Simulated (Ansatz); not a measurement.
# AlN (F-43m) in Ansatz: a series of runs

The runs below take AlN through band structure, single point, equation of state, with B3LYP5.

All numbers are computed with Ansatz 0.2.0; they aren't measurements. Logs are shortened: lines on timing, memory, paths and dates and some standing lists are left out, and cuts for length are marked.

**1. The structure**

The structure is cubic, space group F-43m (No. 216). The conventional cell has a = 4.368 Å, b = 4.368 Å, c = 4.368 Å, α = 90.00°, β = 90.00°, γ = 90.00°. Around Al (site symmetry -43m) lie 4 N at 1.89 Å. N (site symmetry -43m) is surrounded by 4 Al at 1.89 Å.

Measurements of this composition are mostly on another form, of space group No. 186.

**2. Band structure, B3LYP5**

input.yaml reads:

```yaml
crystal:
  lattice:
    - [0.0, 2.1839935596, 2.1839935596]
    - [2.1839935596, 0.0, 2.1839935596]
    - [2.1839935596, 2.1839935596, 0.0]
  atoms:
    - { symbol: Al, position: [0.0, 0.0, 0.0] }
    - { symbol: "N", position: [0.25, 0.25, 0.25] }
hamiltonian:
  xc: b3lyp5
  pseudopotentials: { kind: paw }
kpoints:
  mp_grid: { grid: [6, 6, 6] }
  band_path:
    path:
      - [[0.0, 0.0, 0.0], [0.5, 0.0, 0.5], [0.5, 0.25, 0.75], [0.375, 0.375, 0.75], [0.0, 0.0, 0.0], [0.5, 0.5, 0.5], [0.625, 0.25, 0.625], [0.5, 0.25, 0.75], [0.5, 0.5, 0.5], [0.375, 0.375, 0.75]]
      - [[0.625, 0.25, 0.625], [0.5, 0.0, 0.5]]
    npoints: 4
scf:
  occupations: { method: fermi_dirac, width: 0.05 }
  n_extra_bands: 6
output:
  forces: true
  stress: true
  eigenvalues: true
  fatbands: false
```

Potentials or basis: Ansatz PAW.

Run with:

```console
$ ansatz run input.yaml --threads 2 --pin off --max-ram 5632MiB --backend cpu --events-out ev --progress --plain --runs-dir out
```

The log of the run:

```text
Warning: output.stress: scf.convergence.dr2_threshold = 1e-7 eV (the SCF's general default) is looser than the 2e-10 eV advised for a printed stress (1e-10 eV for each atom of the cell: 2). What an SCF threshold leaves in a stress goes as its square root, and in the free energy as the threshold itself, and one threshold admits the most on a small cell: of the crystals measured, under no hybrid functional and no lock of the moments, on runs that ended without the residual-converged pass, on stresses that held no estimate of that error, the worst erred by over 100 MPa in a component at 1e-7 eV an atom and by under 5 at 1e-10. Set scf.convergence.dr2_threshold to 2e-10 eV or tighter. The threshold is an SCF's pass mark: one that does not reach it within its budget of iterations ends unconverged, or closes short of it on a stop that the run arms, and scf.convergence.dr2_threshold's page says what that costs each kind of run
Warning: output.stress: scf.exx.energy_threshold = 1e-6 eV is looser than the 2e-8 eV advised for a stress under a hybrid functional (1e-8 eV for each atom of the cell: 2). Every SCF of the exchange loop can meet its threshold on dr2 while the loop round them stops early: no threshold on dr2 bounds what that leaves in the stress. Set scf.exx.energy_threshold to 2e-8 eV or tighter. The threshold is the loop's pass mark: a loop that does not reach it within its budget of cycles ends unconverged, and scf.exx.energy_threshold's page has the law
Warning: RAYON_NUM_THREADS=2 ignored (pool sized by the plan → 2); use --threads N
scf.n_extra_bands = 6 over 4 filled bands (N_el = 8.0): the run solves 10 bands
Engine: ansatz 0.2.0, x86_64-unknown-linux-gnu
Pseudopotentials: kind: paw
Pseudopotential: Al, paw, valence charge 3, recommended cutoff 420 eV (normal), Al.paw.azcp
Pseudopotential: N, paw, valence charge 5, recommended cutoff 420 eV (normal), N.paw.azcp
Functional definition: B3LYP5
  parameter a0 = 0.2
  parameter ax = 0.72
  parameter ac = 0.81
  exchange = (1 - a0 - ax)*slater_x + ax*b88_x + a0*exact_x
  correlation = (1 - ac)*vwn5_c + ac*lyp_c
Crystal: 2 atoms, lattice volume = 20.835 Å³
Basis set: ecut = 420 eV, 411 PW (Γ), exchange–correlation on 48×48×48 points (8 copies of the dense FFT grid, shifted against one another)
Bands: 10, of which v1, the nominal top of the filled ones, is band 4 counted from 1 (3 counted from 0)
Symmetry: 24 space group operations
Space group: F-43m (ITA 216), of the structure as read, at distance tolerance 2.8e-5 Å
k-points: 16 of 216 (time reversal used)
Non-local potential: Al, projectors of the file, l = 0: 2, l = 1: 2, l = 2: 1
Non-local potential: N, projectors of the file, l = 0: 2, l = 1: 2, l = 2: 1
PAW form: soft (Blöchl's): semilocal exchange-correlation on the pseudo side does not see the compensation charge
PAW frozen core: Al, regenerated for the run's functional, and the local potential with it (the file was generated under x = pbe(κ = 0.804, μ = 0.2195149727645171), c = pbe(β = 0.06672455060314922))
PAW frozen core: N, regenerated for the run's functional, and the local potential with it (the file was generated under x = pbe(κ = 0.804, μ = 0.2195149727645171), c = pbe(β = 0.06672455060314922))
PAW one-centre angular grid: Al, 110 points (default); XC on 64 Gauss nodes
PAW one-centre angular grid: N, 110 points (default); XC on 64 Gauss nodes
Initial density: superposition of atomic densities (neutral atoms: chi_scale 0, normalization atom), corrected by the library's trained network
Initial wavefunctions: pseudopotential atomic-orbital guess
Functional: x = 0.1 slater + 0.9 b88, c = 0.19 vwn5 + 0.81 lyp, warm-up for x = 0.08 slater + 0.72 b88 + 0.2 exact, c = 0.19 vwn5 + 0.81 lyp
SCF iter   1: F=—  HF=-926.845545 eV  |F-HF|=—  |Δ(HF+E_count)|=         —  Δρ=1.83e-2  dr2=6.42e-2  ethr=1.77e-3  ⟨swp⟩=8.2  Hψ=817  notcnv=0
[... 13 lines left out ...]
SCF iter   3: F=—  HF=-927.835034 eV  |F-HF|=—  |Δ(HF+E_count)|=   1.66e-3  Δρ=1.14e-3  dr2=1.75e-4  ethr=4.77e-6  ⟨swp⟩=2.9  Hψ=254  notcnv=0
SCF iter   4: F=—  HF=-927.834983 eV  |F-HF|=—  |Δ(HF+E_count)|=   5.10e-5  Δρ=3.51e-4  dr2=1.86e-5  ethr=2.03e-6  ⟨swp⟩=2.0  Hψ=224  notcnv=0
SCF iter   5: F=—  HF=-927.834995 eV  |F-HF|=—  |Δ(HF+E_count)|=   1.20e-5  Δρ=8.80e-5  dr2=2.34e-6  ethr=2.00e-7  ⟨swp⟩=3.4  Hψ=262  notcnv=0
SCF iter   6: F=-927.834994 eV  HF=-927.834994 eV  |F-HF|=4.72e-8  |Δ(HF+E_count)|=   3.84e-7  Δρ=1.53e-5  dr2=6.65e-7  ethr=2.16e-8  ⟨swp⟩=2.9  Hψ=339  notcnv=0  defer=2
SCF 2 stopped early in 6 iterations: F = -927.834994 eV  dr2 = 6.65e-7
hybrid outer 1: dexx = +2.038e-3 eV, tail = 1.74e-6 eV
Frozen-core exchange: fock
SCF iter   1: F=—  HF=-927.835001 eV  |F-HF|=—  |Δ(HF+E_count)|=         —  Δρ=1.96e-5  dr2=4.28e-8  ethr=1.09e-7  ⟨swp⟩=5.0  Hψ=497  notcnv=0
preconditioner: auto → none  [insulator: Δε(μ)=5.257 eV  Ē_g=20.342 eV  σ=0.050 eV  W_gap=1.00  n_scr=0 (ndim 8)  ℏωp=23.0 eV  f_vac=0.000  D(μ)=0.00/eV (n_scr^D=0)]
SCF iter   2: F=-927.835001 eV  HF=-927.835001 eV  |F-HF|=1.88e-9  |Δ(HF+E_count)|=   3.44e-9  Δρ=3.43e-6  dr2=1.92e-9  ethr=4.40e-10  ⟨swp⟩=3.1  Hψ=287  notcnv=0
SCF 3 converged in 2 iterations: F = -927.835001 eV  dr2 = 1.92e-9
  Residual-converged pass: ⟨swp⟩=3.0  Hψ=279  notcnv=0  max |occ|·‖R‖ = 2.3e-6 eV (tolerance 2.4e-6 eV)  dr2=1.92e-9  dr2_onsite=8.90e-10  max |Δocc| = 0.0e0
hybrid outer 2: dexx = +1.596e-8 eV, tail = 5.88e-9 eV, Δε = 8.85e-4 eV (about 5.64e-5 eV left of the loop's levels)
NSCF: frozen V_eff on 42 k-points
hybrid SCF converged: 2 outer / 8 inner (+3 warm-up), last move |dexx| = 1.60e-8 eV, tail = 5.88e-9 eV
Stability not checked: this state was not tested for a lower state beside it, because the functional holds exact exchange (a hybrid, or Hartree-Fock), whose exchange loop this test does not read (fock_operator; see scf.lower_state_search)
Free energy (F): -927.835001 eV
Frozen-core exchange: fock
Harris-Foulkes:  -927.835001 eV  (|F-HF|=1.88e-9)
Internal energy: -927.835001 eV  (E = F + TS)
E sigma→0 (E₀):  -927.835001 eV
Fermi energy:    8.830465 eV
--- Per-component energies (eV) ---
  E_band       = 6.457469
  E_kinetic    = 160.970310
  E_local      = -226.009690  (includes V_loc(G=0)·N_el)
  E_nonlocal   = 55.853619
  E_hartree    = 79.150435
  E_xc         = -82.616579
  E_vxc        = -87.198057  (∫ρ·V_xc dr)
  E_exx        = -17.062689  (= α·E_x^exact, valence–valence)
  E_paw        = -601.488050  (= ΣΔE_a)
  E_vpaw       = -21.334226  (= ΣTr[D̂ρ^β])
  E_aug_tail   = 0.000096  (compensation charges beyond the density's cutoff)
  E_ewald      = -296.603555
  E_core_change = -0.028898  (= ΣΔE_core)
  E_smearing   = -0.000000  (= −TS)
  E_closure    = 0.000000  (closes the sum)
  Σ components = -927.835001   (vs F -927.835001, Δ=1.14e-13)
--- Forces (eV/Å), atoms counted from 1 ---
  atom   1  Al     0.00000000    -0.00000000     0.00000000
  atom   2  N     -0.00000000     0.00000000     0.00000000
  max |Σ_I F_I| component: 1.57e-16 eV/Å
--- Stress (GPa, compression-positive) ---
        2.647354       0.000000       0.000000
       -0.000000       2.647354       0.000000
       -0.000000       0.000000       2.647354
  P = ⅓ Tr σ = 2.6474 GPa (26.474 kbar)
--- Band table (eV; the first three rows and the last of 16) ---
  k-point 0: bands = ["-9.8616", "6.1913", "6.1913", "6.1913", "12.3697", "20.8337", "20.8337", "20.8337", "25.9158", "25.9158"]
  k-point 1: bands = ["-9.4473", "4.3058", "6.0503", "6.0503", "13.8113", "19.9507", "21.0140", "21.0140", "24.1792", "24.1792"]
  k-point 2: bands = ["-8.4257", "1.4482", "5.7940", "5.7940", "15.2489", "18.8241", "19.9830", "19.9830", "25.8535", "25.8952"]
  k-point 15: bands = ["-7.0411", "1.6489", "3.2783", "3.6427", "13.4010", "18.5646", "21.3938", "21.5149", "25.1040", "28.6113"]
```

It took 54 s on 2 threads of AMD EPYC 7B13 (Zen 3), shared host; peak memory 0.65 GiB.

What came out:

| Quantity | Value |
| --- | --- |
| Free energy | -927.8350 eV |
| Pressure | 2.6 GPa |
| Band gap on the k mesh | 5.26 eV, indirect (least direct gap 6.18 eV) |
| Band gap along the path | 5.26 eV, indirect (least direct gap 6.18 eV) |

Levels at the corners of the path, in eV from the valence-band top:
| point | band 1 | band 2 | band 3 | band 4 | band 5 | band 6 | band 7 | band 8 | band 9 |
| --- | --- | --- | --- | --- | --- | --- | --- | --- | --- |
| Γ | -16.05 | 0.00 | 0.00 | 0.00 | 6.18 | 14.64 | 14.64 | 14.64 | 19.72 |
| X | -13.27 | -5.16 | -1.87 | -1.87 | 5.26 | 10.58 | 16.38 | 18.09 | 18.09 |
| W | -13.22 | -4.00 | -3.59 | -2.74 | 8.04 | 13.60 | 14.14 | 14.35 | 19.55 |
| K | -13.29 | -4.48 | -3.76 | -1.45 | 7.14 | 12.19 | 15.39 | 16.41 | 17.49 |
| Γ | -16.05 | 0.00 | 0.00 | 0.00 | 6.18 | 14.64 | 14.64 | 14.64 | 19.72 |
| L | -13.94 | -6.12 | -0.51 | -0.51 | 9.38 | 12.19 | 13.19 | 13.19 | 20.38 |
| U | -13.29 | -4.48 | -3.76 | -1.45 | 7.14 | 12.19 | 15.39 | 16.41 | 17.49 |
| W | -13.22 | -4.00 | -3.59 | -2.74 | 8.04 | 13.60 | 14.14 | 14.35 | 19.55 |
| L | -13.94 | -6.12 | -0.51 | -0.51 | 9.38 | 12.19 | 13.19 | 13.19 | 20.38 |
| K | -13.29 | -4.48 | -3.76 | -1.45 | 7.14 | 12.19 | 15.39 | 16.41 | 17.49 |
| U | -13.29 | -4.48 | -3.76 | -1.45 | 7.14 | 12.19 | 15.39 | 16.41 | 17.49 |
| X | -13.27 | -5.16 | -1.87 | -1.87 | 5.26 | 10.58 | 16.38 | 18.09 | 18.09 |

Caveat: the pressure holds a Pulay correction of +0.5 GPa for the finite cutoff; the PAW data sets come from PBE, with cores solved anew for the run's functional, which leaves a small shift of forces and pressure; the thresholds are loose for stress.

(Continued in part 2 of 2.)
